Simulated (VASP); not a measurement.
The system is CdO.

```xyz
2
Lattice="0.0000 2.3495 2.3495 2.3495 0.0000 2.3495 2.3495 2.3495 0.0000" Properties=species:S:1:pos:R:3 pbc="T T T"
Cd    0.0000    0.0000    0.0000
O     2.3495    2.3495    2.3495
```

- Program: VASP 6.6.1
- Task: relaxation of cell and atoms
- Functional: PBE
- Potentials or basis: VASP PAW PBE potentials, release 64 (Cd, O_h)
- Cutoff: 900 eV
- k mesh: 12 × 12 × 12
- Occupations: gaussian, width 0.02 eV
- Spin: no spin polarisation

At the start: pressure 7.2 GPa; volume 12.97 Å³/atom.

Task: How do energy, volume and symmetry change on relaxing?

Result: Over 3 steps the energy falls by 13.8 meV/atom and the volume is 13.61 Å³/atom (+4.9 %); space group Fm-3m (No. 225, to 0.05 Å).

Step by step:
```
step  energy change (eV)  largest force (eV/Å)  pressure (GPa)  volume (Å³)
   1              0.0000                0.0000            7.23        25.94
   2             -0.0134                0.0000           -4.48        28.20
   3             -0.0276                0.0000           -0.02        27.22
```

Final structure:
```xyz
2
Lattice="0.0000 2.3875 2.3875 2.3875 0.0000 2.3875 2.3875 2.3875 0.0000" Properties=species:S:1:pos:R:3 pbc="T T T"
Cd    0.0000    0.0000    0.0000
O     2.3875    2.3875    2.3875
```

Caveat: the cutoff is under 1.25 times the usual one of these potentials, so pressure, stress and relaxed cells hold a basis-set (Pulay) error.
